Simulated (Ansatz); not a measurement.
Basis-set extrapolation for C3H9N (`CCCN`) (PBE0-D4/def2-TZVP geometry, frozen core, the Gaussian-basis code of Ansatz). Multiplicity 1, RHF reference.

|  | def2-TZVPP | def2-QZVPP |
| --- | --- | --- |
| HF | -173.357523 | -173.366213 |
| MP2 correlation | -0.750996 | -0.799600 |
| CCSD(T) correlation | -0.825565 | not run |

Energies in hartree. Use E(X) = E(∞) + A·exp(−7.88·√X) for Hartree–Fock and E(X) = E(∞) + B·X^(−2.97) for correlation, with X = 3 and 4, and add CCSD(T) minus MP2 of the smaller set to the MP2 limit.

Task: What is the CCSD(T) energy at the basis-set limit?

Result: HF limit: -173.366213 + (-0.008690) × 0.13774 = -173.36741. MP2 limit: -0.799600 + (-0.048604) × 0.74074 = -0.83560. Higher-order term: -0.825565 − (-0.750996) = -0.07457. Total: -174.27758 hartree, 2.57 eV below CCSD(T)/def2-TZVPP.
